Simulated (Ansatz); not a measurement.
Two structures of PbTiO3 were relaxed with r2SCAN in the PAW code Ansatz, without spin polarisation or spin-orbit coupling; one or both may be hypothetical.

- P4mm: it is tetragonal, P4mm (No. 99); a = 3.843 Å, c = 4.483 Å in the conventional setting, 13.24 Å³ an atom. Ti has 5 O at 1.74–1.98 Å; Pb has 4 O at 2.48 Å; O has 1 Ti at 1.74 Å; O has 2 Ti at 1.98 Å and 2 Pb at 2.48 Å.
- cubic perovskite (Pm-3m): it is cubic, Pm-3m (No. 221); a = 3.935 Å in the conventional setting, 12.19 Å³ an atom. Pb has 12 O at 2.78 Å; Ti has 6 O at 1.97 Å; O has 2 Ti at 1.97 Å and 4 Pb at 2.78 Å.

The second lies 30 meV an atom above the first.

Question: Which of the two does pressure favour?

Answer: The denser one, cubic perovskite (Pm-3m): its volume is smaller by 13.24 − 12.19 = 1.05 Å³ an atom (7.9 %), so its enthalpy H = E + PV rises more slowly.

Question: Estimate the pressure at which their enthalpies meet, taking both as rigid.

Answer: P ≈ ΔE/ΔV = 30 meV/1.05 Å³ = 28.6 meV/Å³, and 1 meV/Å³ is 0.16022 GPa: P ≈ 4.6 GPa. It is an estimate: the open phase usually compresses more, which shrinks ΔV and raises the pressure, and barriers, vibrations and other phases are left out.

Question: What does the energy difference amount to in temperature?

Answer: ΔE/k_B = 30/0.08617 = 348 K, or 1.2 times k_B T at 300 K (a scale, not a transition temperature); as a molar quantity, 2.9 kJ per mole of atoms.
